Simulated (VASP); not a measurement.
# Ti (P6/mmm) in VASP: further runs, part 3 of 4

VASP 6.6.1. Earlier steps stand in the parts before.

### 5 Relaxation of cell and atoms, PBE+D3(BJ)

Input file INCAR:

```
SYSTEM = Ti
  ALGO = Normal
  EDIFF = 1E-7
  EDIFFG = -0.005
  ENCUT = 600
  GGA = PE
  IBRION = 2
  ISIF = 3
  ISMEAR = 0
  IVDW = 12
  LASPH = .True.
  LCHARG = .False.
  LREAL = .False.
  LWAVE = .False.
  NELM = 60
  NSW = 90
  PREC = Accurate
  SIGMA = 0.1
```

Input file KPOINTS:

```
k-points
0
Gamma
  12 12 14
  0 0 0
```

Input file POSCAR:

```
Ti
1.0
    4.5673748300      0.0000000000      0.0000000000
   -2.2836874200      3.9554626300      0.0000000000
    0.0000000000      0.0000000000      2.8262442700
Ti
3
Direct
    0.0000000000      0.0000000000      0.0000000000
    0.3333333300      0.6666666700      0.5000000000
    0.6666666700      0.3333333300      0.5000000000
```

Potentials or basis: VASP PAW PBE potentials, release 64 (Ti_sv).

Launch:

```console
$ cat potpaw_PBE.64/Ti_sv/POTCAR > POTCAR
$ mpirun -np 1 vasp_std > vasp.out
```

OUTCAR:

```text
SYSTEM = Ti
   EDIFF = 1E-7
   EDIFFG = -0.005
   ENCUT = 600
   GGA = PE
   IBRION = 2
   ISIF = 3
   ISMEAR = 0
   IVDW = 12
   LASPH = .True.
   LREAL = .False.
   NELM = 60
   NSW = 90
   PREC = Accurate
 IVDW          = 12

 ion  position               nearest neighbor table
   1  0.000  0.000  0.000-
   2  0.333  0.667  0.500-   3 2.64   3 2.64   3 2.64
   3  0.667  0.333  0.500-   2 2.64   2 2.64   2 2.64

  LATTYP: Found a hexagonal cell.
 ALAT       =     4.5673748300
 C/A-ratio  =     0.6187896495

  Lattice vectors:

 A1 = (   4.5673748300,   0.0000000000,   0.0000000000)
 A2 = (  -2.2836874200,   3.9554626300,   0.0000000000)
 A3 = (   0.0000000000,   0.0000000000,   2.8262442700)

Analysis of symmetry for initial positions (statically):
=====================================================================
 Subroutine PRICEL returns:
 Original cell was already a primitive cell.

 Routine SETGRP: Setting up the symmetry group for a
 hexagonal supercell.

 Subroutine GETGRP returns: Found 24 space group operations
 (whereof 24 operations were pure point group operations)
 out of a pool of 24 trial point group operations.

The static configuration has the point symmetry D_6h.

Analysis of symmetry for dynamics (positions and initial velocities):
=====================================================================
 Subroutine PRICEL returns:
 Original cell was already a primitive cell.

 Routine SETGRP: Setting up the symmetry group for a
 hexagonal supercell.

 Subroutine GETGRP returns: Found 24 space group operations
 (whereof 24 operations were pure point group operations)
 out of a pool of 24 trial point group operations.

The dynamic configuration has the point symmetry D_6h.

 Subroutine INISYM returns: Found 24 space group operations
 (whereof 24 operations are pure point group operations),
 and found     1 'primitive' translations

----------------------------------------------------------------------------------------

                                     Primitive cell

  volume of cell :      51.0592

  direct lattice vectors                    reciprocal lattice vectors
     4.567374830  0.000000000  0.000000000     0.218944150  0.126407464  0.000000000
    -2.283687420  3.955462630  0.000000000     0.000000000  0.252814928  0.000000000
     0.000000000  0.000000000  2.826244270     0.000000000  0.000000000  0.353826458

  length of vectors
     4.567374830  4.567374831  2.826244270     0.252814928  0.252814928  0.353826458

  position of ions in fractional coordinates (direct lattice)
     0.000000000  0.000000000  0.000000000
     0.333333330  0.666666670  0.500000000
     0.666666670  0.333333330  0.500000000

  ion indices of the primitive-cell ions
   primitive index   ion index
                 1           1
                 2           2
                 3           3

----------------------------------------------------------------------------------------

 KPOINTS: k-points

Automatic generation of k-mesh.
 Grid dimensions read from file:
 generate k-points for:   12   12   14

 Generating k-lattice:

  Cartesian coordinates                     Fractional coordinates (reciprocal lattice)
     0.018245346  0.010533955  0.000000000     0.083333333  0.000000000  0.000000000
     0.000000000  0.021067911  0.000000000     0.000000000  0.083333333  0.000000000
     0.000000000  0.000000000  0.025273318     0.000000000  0.000000000  0.071428571

  Length of vectors
     0.021067911  0.021067911  0.025273318

  Shift w.r.t. Gamma in fractional coordinates (k-lattice)
     0.000000000  0.000000000  0.000000000

 Subroutine IBZKPT returns following result:
 ===========================================

 Found    152 irreducible k-points:

 Following reciprocal coordinates:
            Coordinates               Weight
  0.000000  0.000000  0.000000      1.000000
  0.083333  0.000000  0.000000      6.000000
  0.166667  0.000000  0.000000      6.000000
  0.250000  0.000000  0.000000      6.000000
  0.333333  0.000000  0.000000      6.000000
  0.416667  0.000000  0.000000      6.000000
[... 16 lines left out ...]
  0.250000  0.000000  0.071429     12.000000
  0.333333  0.000000  0.071429     12.000000
 [... further k-points ...]
   k-points           NKPTS =    152   k-points in BZ     NKDIM =    152   number of bands    NBANDS=     22
   number of dos      NEDOS =    301   number of ions     NIONS =      3
   total plane-waves  NPLWV =  31104
   dimension x,y,z NGX =    36 NGY =   36 NGZ =   24
   dimension x,y,z NGXF=    72 NGYF=   72 NGZF=   48
   ions per type =               3
   NGX,Y,Z   is equivalent  to a cutoff of  13.10, 13.10, 14.12 a.u.
   NGXF,Y,Z  is equivalent  to a cutoff of  26.21, 26.21, 28.23 a.u.
 SYSTEM =  Ti
   PREC   = accura    normal or accurate (medium, high low for compatibility)
   ISTART =      0    job   : 0-new  1-cont  2-samecut
   ICHARG =      2    charge: 1-file 2-atom 10-const
   ISPIN  =      1    spin polarized calculation?
   LNONCOLLINEAR =      F non collinear calculations
   LSORBIT =      F    spin-orbit coupling
   LASPH  =      T    aspherical Exc in radial PAW
   ENCUT  =  600.0 eV  44.10 Ry    6.64 a.u.   9.12  9.12  5.64*2*pi/ulx,y,z
   NELM   =     60;   NELMIN=  2; NELMDL= -5     # of ELM steps
   EDIFF  = 0.1E-06   stopping-criterion for ELM
   LREAL  =      F    real-space projection
   EDIFFG = -.5E-02   stopping-criterion for IOM
   NSW    =     90    number of steps for IOM
   IBRION =      2    ionic relax: 0-MD 1-quasi-New 2-CG
   NFREE  =      1    steps in history (QN), initial steepest desc. (CG)
   ISIF   =      3    stress and relaxation
   ISYM   =      2    0-nonsym 1-usesym 2-fastsym
   POTIM  = 0.5000    time-step for ionic-motion
   TEBEG  =    0.0;   TEEND  =   0.0 temperature during run
   PSTRESS=    0.0 pullay stress
   NELECT =      36.0000    total number of electrons
   NUPDOWN=      -1.0000    fix difference up-down
   EMIN   =  10.00;   EMAX   =-10.00  energy-range for DOS
   EFERMI =   0.00;   METHOD = LEGACY
   ISMEAR =     0;   SIGMA  =   0.10  broadening in eV -4-tet -1-fermi 0-gaus
   EFERMI_NEDOS =   21; number of points for ismear=-14 and -15
   IALGO  =     38    algorithm
   IMIX   =      4    mixing-type and parameters
     AMIX     =   0.40;   BMIX     =  1.00
     AMIX_MAG =   1.60;   BMIX_MAG =  1.00
  volume/ion in A,a.u.               =      17.02       114.85
  Fermi-wavevector in a.u.,A,eV,Ry     =   1.457084  2.753489 28.886426  2.123092
  Thomas-Fermi vector in A             =   2.573926
   LORBIT       =      0    0 simple, 1 ext, 2 COOP (PROOUT), +10 PAW based schemes
   GGA     = PE    functional components
   LHFCALC =     F    Hartree Fock is set to
   AEXX    =    0.0000 exact exchange contribution
   IVDW    =    12    specifies the selected vdW correction
   LEPSILON=     F    determine dielectric tensor
   LRPA    =     F    only Hartree local field effects (RPA)
 conjugate gradient relaxation of ions
 non-spin polarized calculation
 Gauss-broadening in eV      SIGMA  =   0.10
  energy-cutoff  :      600.00
  volume of cell :       51.06
 maximum number of plane-waves:      1731
   NGX = 19   NGY = 19   NGZ = 11

--------------------------------------- Ionic step        1  -------------------------------------------

 number of electron      35.9999989 magnetization

 Free energy of the ion-electron system (eV)
  ---------------------------------------------------
  ext. energy  EPLUGINS =         0.00000000
  ---------------------------------------------------
  free energy    TOTEN  =       -23.52793359 eV

  energy without entropy =      -23.51438901  energy(sigma->0) =      -23.52116130

------------------------ aborting loop because EDIFF is reached ----------------------------------------

 Edisp (eV)   -1.84233

 E8    (eV) :    -0.8740
[... 237 lines left out ...]
--------------------------------------- Ionic step        7  -------------------------------------------

 number of electron      36.0000012 magnetization

 Free energy of the ion-electron system (eV)
  ---------------------------------------------------
  ext. energy  EPLUGINS =         0.00000000
  ---------------------------------------------------
  free energy    TOTEN  =       -23.47380272 eV

  energy without entropy =      -23.46026775  energy(sigma->0) =      -23.46703524

 E-fermi :   8.9803     XC(G=0): -11.8299

 val. band max:        8.9735073323   @ k =   0.0000   0.0000   0.0000
 cond. band min:       8.9978337480   @ k =   0.3333   0.0833   0.0000
 fundamental gap:      0.0243264157
 Fermi energy:         8.9803092447

 k-point     1 :       0.0000    0.0000    0.0000
  band No.  band energies     occupation
      1     -47.8112      2.00000
      2     -47.5498      2.00000
      3     -47.3544      2.00000
      4     -24.1443      2.00000
      5     -24.1443      2.00000
      6     -24.0692      2.00000
[... 589 lines left out ...]
     21       9.6784      0.00000
     22      10.1667      0.00000

 [... further k-points ...]

------------------------ aborting loop because EDIFF is reached ----------------------------------------

 Edisp (eV)   -1.93983

 E8    (eV) :    -0.9210
[... 26 lines left out ...]
  FREE ENERGIE OF THE ION-ELECTRON SYSTEM (eV)
  ---------------------------------------------------
  free  energy   TOTEN  =       -25.4136293998 eV

  energy  without entropy=      -25.4000944253  energy(sigma->0) =      -25.40686191

 reached required accuracy - stopping structural energy minimisation
```

CONTCAR:

```text
Ti
   1.00000000000000
     4.4901640908319198    0.0000000000974750    0.0000000000000000
    -2.2450820502470199    3.8885961684569423    0.0000000000000000
    -0.0000000000000000    0.0000000000000000    2.7833862418895157
  Ti
     3
Direct
     1.0000000000000000    0.0000000000000000    0.0000000000000000
     0.3333333300000021    0.6666666699999979    0.5000000000000000
     0.6666666699999979    0.3333333300000021    0.5000000000000000

  0.00000000E+00  0.00000000E+00  0.00000000E+00
  0.00000000E+00  0.00000000E+00  0.00000000E+00
  0.00000000E+00  0.00000000E+00  0.00000000E+00
```

Wall time 6.2 min (1 thread of Intel Xeon 6975P-C (Granite Rapids), shared host); peak memory 0.31 GiB.

Results:

| Item | Value |
| --- | --- |
| Free energy | -25.4136 eV |
| Relaxed volume | 16.20 Å³/atom |
| Relaxed cell | a = 4.490 Å, b = 4.490 Å, c = 2.783 Å, α = 90.00°, β = 90.00°, γ = 120.00° |
| Space group after relaxing (to 0.05 Å) | P6/mmm (No. 191) |
| Energy gained by relaxing | 14.5 meV/atom |
| Ionic steps | 7 |
| Pressure after relaxing | 0.0 GPa |
| Band gap on the k mesh | none (metal or under the smearing width) |
| Dispersion energy per atom | -0.647 eV |

The path:
| step | energy change (eV) | largest force (eV/Å) | pressure (GPa) | volume (Å³) |
| --- | --- | --- | --- | --- |
| 1 | 0.0000 | 0.0000 | -5.45 | 51.06 |
| 2 | -0.0192 | 0.0000 | 4.63 | 46.90 |
| 3 | -0.0433 | 0.0000 | -0.02 | 48.62 |
| 4 | -0.0433 | 0.0000 | 0.10 | 48.57 |
| 5 | -0.0434 | 0.0000 | -0.06 | 48.63 |
| 6 | -0.0434 | 0.0000 | -0.05 | 48.63 |
| 7 | -0.0434 | 0.0000 | 0.02 | 48.60 |

Final structure:
```
Ti
1.0
     4.49016    0.00000    0.00000
    -2.24508    3.88860    0.00000
     0.00000    0.00000    2.78339
Ti
3
Cartesian
  4.4902 0.0000 0.0000
  0.0000 2.5924 1.3917
  2.2451 1.2962 1.3917
```

Levels at points of the mesh, in eV from the Fermi level:
```
           k point  band 16  band 17  band 18  band 19  band 20  band 21
(0.00, 0.00, 0.00)    -0.72    -0.63    -0.63    -0.01     0.72     1.36
(0.50, 0.00, 0.00)    -0.46    -0.44    -0.39     0.04     0.57     1.06
(0.00, 0.00, 0.50)    -1.75    -1.75    -1.73     1.11     1.11     1.34
(0.50, 0.00, 0.50)    -1.27    -0.70    -0.69     0.35     0.85     1.08
```

Caveat: pairwise dispersion overbinds metals, which lowers pressure and volume.

(Continued in part 4 of 4.)
